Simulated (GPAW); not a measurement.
Crystal: C.

```
CELL_PARAMETERS angstrom
2.12732 -1.22828 0.00000
2.12732 1.22828 0.00000
-1.37907 0.00000 3.50283
ATOMIC_POSITIONS crystal
C 0.16664 0.16664 0.99991
C 0.83336 0.83336 0.00009
```

This is a stacking variant of graphite.

Base run:

* Program: GPAW 26.7.0
* Functional: PBEsol
* Potentials or basis: PAW data sets generated in the run's folder for this functional
* Cutoff: 800 eV
* Basis: pw
* k mesh: 13 × 13 × 8
* Occupations: fermi-dirac, width 0.05 eV
* Spin: no spin polarisation

Its results: pressure 0.7 GPa; largest force 0.005 eV/Å.

**Question.** The run is repeated on the same cell with these changes: functional from PBEsol to PBE; potentials or basis from PAW data sets generated in the run's folder for this functional to GPAW PAW data sets (gpaw-data 1.2.1). What comes out?

**Answer.** Pressure 3.7 GPa; largest force 0.005 eV/Å.

Caveats: this functional lacks dispersion, which binds the layers, so the pressure and a relaxed spacing across them are unreliable; the density grid can change from cell to cell, which puts small steps into energies and stress (some runs).
